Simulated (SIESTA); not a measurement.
# Te2Mo: equation of state with LDA

Slab: Te2Mo, a slab with vacuum.

```xyz
6
Lattice="3.5604 0.0000 0.0000 -1.7802 3.0834 0.0000 0.0000 0.0000 24.8113" Properties=species:S:1:pos:R:3 pbc="T T T"
Te    0.0000    2.0556    5.5488
Te    1.7802    1.0278   22.8420
Te    1.7802    1.0278   19.2625
Te    0.0000    2.0556    1.9693
Mo    1.7802    1.0278    3.7599
Mo    0.0000    2.0556   21.0513
```

```json
{
  "Program": "SIESTA 5.4.2",
  "Task": "equation of state",
  "Functional": "LDA",
  "Potentials or basis": "PseudoDojo 0.4 standard (LDA files)",
  "Basis": "DZP (energy shift 0.003 Ry; two zetas on semicore shells)",
  "Grid cutoff": "800 Ry",
  "Energy shift": "0.003 Ry",
  "k mesh": "7 × 7 × 2",
  "Occupations": "fermi-dirac, width 0.05 eV",
  "Spin": "no spin polarisation"
}
```

```yaml
Equilibrium_volume: 44.52 Å³/atom
Bulk_modulus_at_fixed_shape_and_positions: 60 GPa
Pressure_derivative_of_the_bulk_modulus: 4.6
```

Energy against volume, from the lowest point:
```csv
volume (Å³/atom),energy (meV/atom)
42.673,15.59
43.581,3.88
44.489,0.00
45.397,3.07
46.305,12.38
47.213,27.23
48.120,47.04
```

All runs of the series together: 11 min on 1 thread of Intel(R) Xeon(R) 6975P-C (Granite Rapids) (shared host).

Caveat: the cell was scaled at fixed shape and fractional positions, which overstates the stiffness of a crystal with free parameters, most of all of layers and chains; the basis of atomic orbitals isn't converged, which shifts pressures, moduli and gaps. The run has no spin-orbit coupling, so splittings on Te are missing.
